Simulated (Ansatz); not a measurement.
# Tc of Zn-Re-Zn stack of (111) layers from its phonons

Wanted: λ, ω_log and Tc of Zn-Re-Zn stack of (111) layers. The cell shown first is a relaxed one, from steps not shown here.

Program: Ansatz 0.2.0. Level of theory: DFT PBE, scalar-relativistic, plane waves, PAW; PAW set soft_1. Results are calculated unless marked as measured.

## 1. The cell after earlier relaxation steps

The cell holds 3 atoms: 2 Zn and 1 Re. Cell: a = 2.676 Å, b = 2.676 Å, c = 32.781 Å, α = 90.0°, β = 90.0°, γ = 120.0°. Vacuum lies along c.

## 2. Resistivity: q 3×3×1, k 9×9×1, scattering 18×18×1

The run that gives the couplings also evaluates McMillan's and Allen and Dynes's formulas and, where asked, the Eliashberg equations, over a range of μ*.

Input file input.yaml:

```yaml
crystal:
  lattice:
    - [2.6761914033, -2.8095e-06, 0.0]
    - [-1.3380932686, 2.3176511454, 0.0]
    - [0.0, 0.0, 32.7808944788]
  atoms:
    - { symbol: Zn, position: [0.0, 0.0, 0.1653401574] }
    - { symbol: Re, position: [0.3333333333, 0.6666666667, 0.2362725338] }
    - { symbol: Zn, position: [0.6666666667, 0.3333333333, 0.3072049103] }
  periodic: [true, true, false]
kpoints:
  mp_grid: { grid: [9, 9, 1] }
hamiltonian:
  xc: pbe
  pseudopotentials: { kind: paw, azcp: { folder: soft_1 } }
scf:
  occupations: { method: methfessel_paxton, width: 0.2 }
output:
  eigenvalues: true
phonons:
  method: dfpt
  qmesh: [3, 3, 1]
  temperatures: { t_max: 1000, t_step: 50 }
  qpath:
    path:
      - [0.0, 0.0, 0.0]
      - [0.5, 0.0, 0.0]
      - [0.33333333, 0.33333333, 0.0]
      - [0.0, 0.0, 0.0]
    npoints: 10
  electrical_resistivity:
    mesh: [18, 18, 1]
    temperatures: [20.0, 50.0, 77.0, 100.0, 150.0, 200.0, 300.0, 400.0, 600.0, 800.0]
  superconductivity: { mesh: [18, 18, 1] }
```

Run with:

```sh
$ ansatz run input.yaml --threads 4 --pin off --max-ram 12288MiB --backend cpu --events-out ev --progress --plain --runs-dir out
```

Numbers of over 12 decimals in the logs are rounded to 6 here.

The program printed:

```text
Warning: crystal.symmetry: narrowed to the stabiliser of the run's FFT grids — unitary ops 12 → 6. A phonons.method: dfpt run fills in the rows of the dynamical matrix that it does not solve by its symmetry operations, which is exact only for operations that map its FFT grids onto themselves: filled in by any other, the frequencies could depend on the order in which like atoms are typed, or, by more than the grids' own error, on where the crystal sits among the grids' points. Excluded: 6 operations. The run can therefore solve more perturbations, solve them on more k-points, or both, and cost more. [rest of the remark cut]
Engine: ansatz 0.2.0, aarch64-unknown-linux-gnu
Pseudopotentials: kind: paw
Pseudopotential: Zn, paw, valence charge 12, recommended cutoff 420 eV (normal), soft_1/Zn.paw.azcp
Pseudopotential: Re, paw, valence charge 15, recommended cutoff 420 eV (normal), soft_1/Re.paw.azcp
Functional definition: PBE
  parameter kappa = 0.804
  parameter beta = 0.066725
  exchange = pbe_x(kappa = kappa, mu = beta*pi^2/3)
  correlation = pbe_c(beta = beta)
Crystal: 3 atoms, lattice volume = 203.323 Å³
Basis set: ecut = 420 eV, 4027 PW (Γ), exchange–correlation on 36×36×450 points (8 copies of the dense FFT grid, shifted against one another)
Bands: 24, of which v1, the nominal top of the filled ones, is band 20 counted from 1 (19 counted from 0)
Symmetry: 12 space group operations
k-points: 12 of 81 (irreducible under 6 space group operations, time reversal used)
Non-local potential: Zn, projectors of the file, l = 0: 2, l = 1: 2, l = 2: 3, l = 3: 1
Non-local potential: Re, projectors of the file, l = 0: 3, l = 1: 2, l = 2: 2, l = 3: 1
PAW form: soft (Blöchl's): semilocal exchange-correlation on the pseudo side does not see the compensation charge
PAW one-centre angular grid: Zn, 590 points (default); XC on 64 Gauss nodes
PAW one-centre angular grid: Re, 590 points (default); XC on 64 Gauss nodes
Initial density: superposition of atomic densities (neutral atoms: chi_scale 0, normalization atom)
Initial wavefunctions: pseudopotential atomic-orbital guess
Functional: x = pbe(κ = 0.804, μ = 0.219515), c = pbe(β = 0.066725)
SCF iter   1: F=—  HF=-17507.942179 eV  |F-HF|=—  |Δ(HF+E_count)|=         —  Δρ=3.74e-2  dr2=1.36e1  ethr=3.10e-3  ⟨swp⟩=16.8  Hψ=2908  notcnv=0
preconditioner: auto → LDOS  [metal: Δε(μ)=0.041 eV  Ē_g=7.778 eV  σ=0.200 eV  W_gap=0.17  n_scr=20 (ndim 8)  ℏωp=14.5 eV  f_vac=0.735  D(μ)=2.16/eV (n_scr^D=14)  β→1.0]
SCF iter   2: F=—  HF=-17506.927086 eV  |F-HF|=—  |Δ(HF+E_count)|=    1.02e0  S|Δr|=    0.00e0  Δρ=3.94e-2  dr2=1.58e0  ethr=3.10e-3  ⟨swp⟩=4.7  Hψ=951  notcnv=0  defer=3
SCF iter   3: F=—  HF=-17506.452696 eV  |F-HF|=—  |Δ(HF+E_count)|=   4.74e-1  S|Δr|=    0.00e0  Δρ=1.79e-2  dr2=3.60e-1  ethr=3.10e-3  ⟨swp⟩=3.5  Hψ=844  notcnv=0  defer=1
SCF iter   4: F=—  HF=-17506.313911 eV  |F-HF|=—  |Δ(HF+E_count)|=   1.39e-1  S|Δr|=    0.00e0  Δρ=2.48e-3  dr2=2.64e-2  ethr=9.24e-4  ⟨swp⟩=2.9  Hψ=737  notcnv=0  defer=1
SCF iter   5: F=—  HF=-17506.314914 eV  |F-HF|=—  |Δ(HF+E_count)|=   1.00e-3  S|Δr|=    0.00e0  Δρ=9.78e-4  dr2=8.55e-3  ethr=6.76e-5  ⟨swp⟩=3.2  Hψ=656  notcnv=0  defer=1
SCF iter   6: F=—  HF=-17506.314568 eV  |F-HF|=—  |Δ(HF+E_count)|=   3.46e-4  S|Δr|=    0.00e0  Δρ=3.07e-4  dr2=9.12e-4  ethr=2.19e-5  ⟨swp⟩=2.5  Hψ=399  notcnv=0  defer=1
SCF iter   7: F=—  HF=-17506.314621 eV  |F-HF|=—  |Δ(HF+E_count)|=   5.28e-5  S|Δr|=    0.00e0  Δρ=9.06e-5  dr2=2.04e-5  ethr=2.34e-6  ⟨swp⟩=3.6  Hψ=614  notcnv=0  defer=1
SCF iter   8: F=—  HF=-17506.314633 eV  |F-HF|=—  |Δ(HF+E_count)|=   1.19e-5  S|Δr|=    0.00e0  Δρ=2.14e-5  dr2=1.23e-6  ethr=5.24e-8  ⟨swp⟩=3.7  Hψ=721  notcnv=0  defer=1
SCF iter   9: F=—  HF=-17506.314612 eV  |F-HF|=—  |Δ(HF+E_count)|=   2.05e-5  S|Δr|=    0.00e0  Δρ=6.42e-6  dr2=1.38e-7  ethr=3.14e-9  ⟨swp⟩=3.8  Hψ=667  notcnv=0  defer=1
SCF iter  10: F=—  HF=-17506.314612 eV  |F-HF|=—  |Δ(HF+E_count)|=   6.41e-8  S|Δr|=    0.00e0  Δρ=1.35e-6  dr2=4.76e-9  ethr=3.53e-10  ⟨swp⟩=3.4  Hψ=687  notcnv=0  defer=1
[...]
SCF 1 converged in 12 iterations: F = -17506.314612 eV  dr2 = 6.84e-12
  greatest PAW one-centre occupation: 1.000 electrons in one spin orbital (limit 2), on the Re atom at site 1 (counted from 0), in its partial waves of l = 0
phonons: the bands overlap, so this run is a metal and interpolates without the dipole-dipole term. If the crystal is really an insulator or semiconductor, its LO-TO splitting is missing
NSCF: frozen V_eff on 12 k-points
WARN: eigensolver did not converge (k=0): 1 band(s) unlocked after 2 eigensolves, warm-restarted (20 sweeps on the last) at ethr=1.34e-12 eV (storage-precision floor; scheduled 1.00e-12 eV) (lowest unlocked band 23, counted from 0; max residual 2.44e-5 eV among the unlocked bands, 2.44e-5 eV over every band; other slots of this pass that fall short are told together in one closing line; warning suppressed until the next SCF loop or pass starts)
WARN: eigensolver did not converge in 6 slots of this pass, the one above among them; of largest residual over every band (k=3): 1 band(s) unlocked (lowest unlocked band 23, counted from 0; max residual 4.49e-4 eV among the unlocked bands, 4.49e-4 eV over every band); of lowest unlocked band (k=0): band 23
NSCF: frozen V_eff on 41 k-points
DFPT response loops at q = (0, 0, 0) (fractional): preconditioner auto → none (partly filled bands, converged f_vac=0.733); β = 0.50; Broyden in place of MSR1
NSCF: frozen V_eff on 162 k-points
DFPT response loops at q = (0, 0.333333, 0) (fractional): mixed as the last ones told, above
NSCF: frozen V_eff on 162 k-points
DFPT response loops at q = (0.333333, 0.333333, 0) (fractional): mixed as the last ones told, above
k-points: 12 of 81
[...]
SCF iter   3: F=—  HF=-17506.452696 eV  |F-HF|=—  |Δ(HF+E_count)|=   4.74e-1  S|Δr|=    0.00e0  Δρ=1.79e-2  dr2=3.60e-1  ethr=3.10e-3  ⟨swp⟩=3.5  Hψ=844  notcnv=0  defer=1
SCF iter   4: F=—  HF=-17506.313911 eV  |F-HF|=—  |Δ(HF+E_count)|=   1.39e-1  S|Δr|=    0.00e0  Δρ=2.48e-3  dr2=2.64e-2  ethr=9.24e-4  ⟨swp⟩=2.9  Hψ=737  notcnv=0  defer=1
SCF iter   5: F=—  HF=-17506.314914 eV  |F-HF|=—  |Δ(HF+E_count)|=   1.00e-3  S|Δr|=    0.00e0  Δρ=9.78e-4  dr2=8.55e-3  ethr=6.76e-5  ⟨swp⟩=3.2  Hψ=656  notcnv=0  defer=1
SCF iter   6: F=—  HF=-17506.314568 eV  |F-HF|=—  |Δ(HF+E_count)|=   3.46e-4  S|Δr|=    0.00e0  Δρ=3.07e-4  dr2=9.12e-4  ethr=2.19e-5  ⟨swp⟩=2.5  Hψ=399  notcnv=0  defer=1
SCF iter   7: F=—  HF=-17506.314621 eV  |F-HF|=—  |Δ(HF+E_count)|=   5.28e-5  S|Δr|=    0.00e0  Δρ=9.06e-5  dr2=2.04e-5  ethr=2.34e-6  ⟨swp⟩=3.6  Hψ=614  notcnv=0  defer=1
[...]
150.00      2.0112e1              no      2.0112e1      2.0112e1      0.0000e0        2.2484e1          2.1570e1
    200.00      2.8483e1              no      2.8483e1      2.8483e1      0.0000e0        3.1577e1          3.0335e1
    300.00      4.4263e1              no      4.4263e1      4.4263e1      0.0000e0        4.8956e1          4.6918e1
    400.00      5.9384e1              no      5.9384e1      5.9384e1      0.0000e0        6.5775e1          6.2840e1
    600.00      8.8668e1              no      8.8668e1      8.8668e1      0.0000e0        9.8694e1          9.3682e1
    800.00      1.1717e2              no      1.1717e2      1.1717e2      0.0000e0        1.3107e2          1.2367e2
  sheet resistance at 20 K: 0.2279 Ω
  mean free path at 20 K (of a tensor half of its trace): 5432 nm by what each carries, 3909 by the Fermi surface alone
  Hall coefficient in a weak field at 20 K (along the normal): -1.364e-9 m³/C (as a tensor it moves by 16.2 % between the two finest meshes); by each state's relaxation time: -1.831e-9 m³/C; by a constant relaxation time: -1.231e-9 m³/C
  sheet resistance at 50 K: 7.674 Ω
  mean free path at 50 K (of a tensor half of its trace): 158 nm by what each carries, 116 by the Fermi surface alone
  Hall coefficient in a weak field at 50 K (along the normal): -1.106e-9 m³/C (as a tensor it moves by 35.9 % between the two finest meshes); by each state's relaxation time: -1.113e-9 m³/C; by a constant relaxation time: -1.229e-9 m³/C
  sheet resistance at 77 K: 21.28 Ω
  mean free path at 77 K (of a tensor half of its trace): 53.7 nm by what each carries, 41.9 by the Fermi surface alone
  Hall coefficient in a weak field at 77 K (along the normal): -1.039e-9 m³/C (as a tensor it moves by 40.7 % between the two finest meshes); by each state's relaxation time: -1.008e-9 m³/C; by a constant relaxation time: -1.227e-9 m³/C
  sheet resistance at 100 K: 34.14 Ω
  mean free path at 100 K (of a tensor half of its trace): 32.3 nm by what each carries, 26.1 by the Fermi surface alone
  Hall coefficient in a weak field at 100 K (along the normal): -1.009e-9 m³/C (as a tensor it moves by 42.9 % between the two finest meshes); by each state's relaxation time: -9.710e-10 m³/C; by a constant relaxation time: -1.226e-9 m³/C
  sheet resistance at 150 K: 61.35 Ω
  mean free path at 150 K (of a tensor half of its trace): 17.3 nm by what each carries, 14.5 by the Fermi surface alone
  Hall coefficient in a weak field at 150 K (along the normal): -9.784e-10 m³/C (as a tensor it moves by 45.1 % between the two finest meshes); by each state's relaxation time: -9.399e-10 m³/C; by a constant relaxation time: -1.224e-9 m³/C
  sheet resistance at 200 K: 86.89 Ω
  mean free path at 200 K (of a tensor half of its trace): 12.1 nm by what each carries, 10.3 by the Fermi surface alone
  Hall coefficient in a weak field at 200 K (along the normal): -9.695e-10 m³/C (as a tensor it moves by 46.0 % between the two finest meshes); by each state's relaxation time: -9.321e-10 m³/C; by a constant relaxation time: -1.222e-9 m³/C
  sheet resistance at 300 K: 135.0 Ω
  mean free path at 300 K (of a tensor half of its trace): 7.80 nm by what each carries, 6.60 by the Fermi surface alone
  Hall coefficient in a weak field at 300 K (along the normal): -9.661e-10 m³/C (as a tensor it moves by 46.5 % between the two finest meshes); by each state's relaxation time: -9.307e-10 m³/C; by a constant relaxation time: -1.216e-9 m³/C
  sheet resistance at 400 K: 181.2 Ω
  mean free path at 400 K (of a tensor half of its trace): 5.85 nm by what each carries, 4.92 by the Fermi surface alone
  Hall coefficient in a weak field at 400 K (along the normal): -9.635e-10 m³/C (as a tensor it moves by 45.8 % between the two finest meshes); by each state's relaxation time: -9.301e-10 m³/C; by a constant relaxation time: -1.207e-9 m³/C
  sheet resistance at 600 K: 270.5 Ω
  mean free path at 600 K (of a tensor half of its trace): 3.99 nm by what each carries, 3.29 by the Fermi surface alone
  Hall coefficient in a weak field at 600 K (along the normal): -9.519e-10 m³/C (as a tensor it moves by 42.7 % between the two finest meshes); by each state's relaxation time: -9.221e-10 m³/C; by a constant relaxation time: -1.181e-9 m³/C
  sheet resistance at 800 K: 357.4 Ω
  mean free path at 800 K (of a tensor half of its trace): 3.08 nm by what each carries, 2.49 by the Fermi surface alone
  Hall coefficient in a weak field at 800 K (along the normal): -9.330e-10 m³/C (as a tensor it moves by 38.7 % between the two finest meshes); by each state's relaxation time: -9.063e-10 m³/C; by a constant relaxation time: -1.149e-9 m³/C
  the resistivity times a path that all electrons share, by the Fermi surface of the deck's mesh alone (half of the trace): 2.920e-15 Ω·m²
  not converged in the mesh (λ; λ_tr; the resistivity at 20 K by 33.52 %; the resistivity at 50 K by 28.90 %; the resistivity at 77 K by 28.83 %; the resistivity at 100 K by 28.78 %; the resistivity at 150 K by 28.48 %; the resistivity at 200 K by 28.08 %; the resistivity at 300 K by 27.25 %; the resistivity at 400 K by 26.49 %; the resistivity at 600 K by 25.32 %; the resistivity at 800 K by 24.49 %): between neighb [...]
  vibrations of 9 cells: unjudged by the run; compare a larger repeat
  the changes of the potential over all sites missed a rigid shift's by 0.35 % (the site terms' by 0.03 %)
--- Superconductivity: potentials and phonons of a 3×3×1 supercell ---
           mesh         λ    ħω_log (meV)  μ* declared at (meV)
        18×18×1    0.4393          13.409               15.928
          9×9×1    0.4099          14.093               16.037
  λ by the species' shares of the modes' patterns: Zn 0.2409, Re 0.1983
  with the Fermi level up to 29.8 meV (the hardest mode) off, states and modes as they are: density of states 0.7793 to 0.8690 /eV of one spin and cell, λ 0.4173 to 0.4593
  transition temperature on the deck's mesh (K), isotropic and anisotropic, restricted to the Fermi surface (FSR) and over the full bandwidth (FBW), and the last with the density of states resolved in a narrower window:
        μ*   McMillan   Allen–Dynes      iso. FSR      iso. FBW    aniso. FSR    aniso. FBW  narrow window
      0.08      1.537         1.568         1.423         1.421         2.305         2.261          2.259
      0.10      1.070         1.090         0.959         0.957         1.827         1.785          1.785
      0.12      0.699         0.711         0.607         0.604         1.452         1.413          1.414
      0.13      0.549         0.557         0.469         0.467         1.301         1.263          1.264
      0.14      0.420         0.427         0.355         0.352         1.170         1.134          1.135
      0.16      0.226         0.230         0.188         0.185         0.965         0.931          0.933
      0.20      0.039         0.040    none_found    none_found         0.720         0.690          0.692
  none_found: no transition down to 0.1 K
  isotope coefficients −∂ln Tc/∂ln M under μ* = 0.13, the force constants as they are, of the isotropic transitions restricted to the Fermi surface and over the full bandwidth: Zn 0.098 and 0.098, Re 0.176 and 0.176
  gaps at the Fermi level over the full bandwidth under μ* = 0.1, 0.446 K: 0.062 to 0.419 meV
  gaps at the Fermi level over the full bandwidth under μ* = 0.13, 0.316 K: 0.014 to 0.301 meV
  gaps at the Fermi level over the full bandwidth under μ* = 0.16, 0.233 K: -0.012 to 0.224 meV
  not converged in the mesh (λ, the transition temperature): between neighbouring meshes, the two finest first, λ moves by 6.68 % and the anisotropic transition temperature over the full bandwidth at μ* = 0.13 by 24.02 %; converged means that the two finest part by at most 2.00 % and 5.00 %
  vibrations of 9 cells: unjudged by the run; compare a larger repeat
  the changes of the potential over all sites missed a rigid shift's by 0.35 % (the site terms' by 0.03 %)
[key lines of the parts left out:]
SCF converged after 12 iterations
Free energy (F): -17506.314612 eV
Fermi energy:    -4.815257 eV
```

Run time: 4.1 min. Hardware: 4 threads of Arm Neoverse V2, shared host; peak memory 2.6 GiB; 16 min of CPU time.

In the SCF lines HF is the Harris–Foulkes energy and dr2 the Hartree energy of the density residual, in eV; the loop may stop once dr2 is under the threshold and the program's other checks hold. Hψ counts applications of the Hamiltonian.

This step gave:

```yaml
metallic_on_mesh: yes
gap_on_the_k_mesh: 0 eV
zero_point_energy: 0.07384 eV/cell
share_of_imaginary_modes_in_the_plain_interpolation_between_solved_wavevectors: 0
highest_frequency_solved_or_plainly_interpolated: 240.7 cm⁻¹
cell_height: 32.78 Å
sheet_resistance_300k: 135 Ω/square, mean in the plane
resistivity_at_300_k: 44.26 μΩ cm, mean of the axes, of the whole cell with its vacuum
coupling_constant_lambda: 0.4393
density_of_states_at_the_fermi_level: 0.8281 states/eV a spin and cell
log_mean_phonon_energy_omega_log: 13.41 meV
transport_coupling_constant_lambda_tr: 0.4453, 0.4453, 0 (xx, yy, zz)
drude_plasma_energy: 3.203, 3.203, 0 eV (xx, yy, zz), of the whole cell with its vacuum
second_moment_phonon_energy_omega: 15.93 meV
```

An empty cell: under 1 mK by a formula, or no transition down to the floor of the Eliashberg search. Transition temperatures:

```
  μ*  McMillan Tc (K)  Allen–Dynes Tc (K)  isotropic Fermi-surface Tc (K)  isotropic full bandwidth Tc (K)  anisotropic Fermi-surface Tc (K)  anisotropic full bandwidth Tc (K)  anisotropic narrow window Tc (K)
0.08             1.54                1.57                            1.42                             1.42                              2.31                               2.26                              2.26
 0.1             1.07                1.09                           0.959                            0.957                              1.83                               1.79                              1.78
0.12            0.699               0.711                           0.607                            0.604                              1.45                               1.41                              1.41
0.13            0.549               0.557                           0.469                            0.467                               1.3                               1.26                              1.26
0.14             0.42               0.427                           0.355                            0.352                              1.17                               1.13                              1.13
0.16            0.226                0.23                           0.188                            0.185                             0.965                              0.931                             0.933
 0.2           0.0394              0.0399                               -                                -                              0.72                               0.69                             0.692
```

[end of part 1 of 3]

[Logs are printed without paths, hosts, clocks, repeated set-up lines and the standing remarks that a program may print on its own settings, such as how far it seeks lower states.]

[Hosts, paths, dates, database ids (printed as entryN), source tags and the programs' standing remarks are cut or masked in the printed files.]
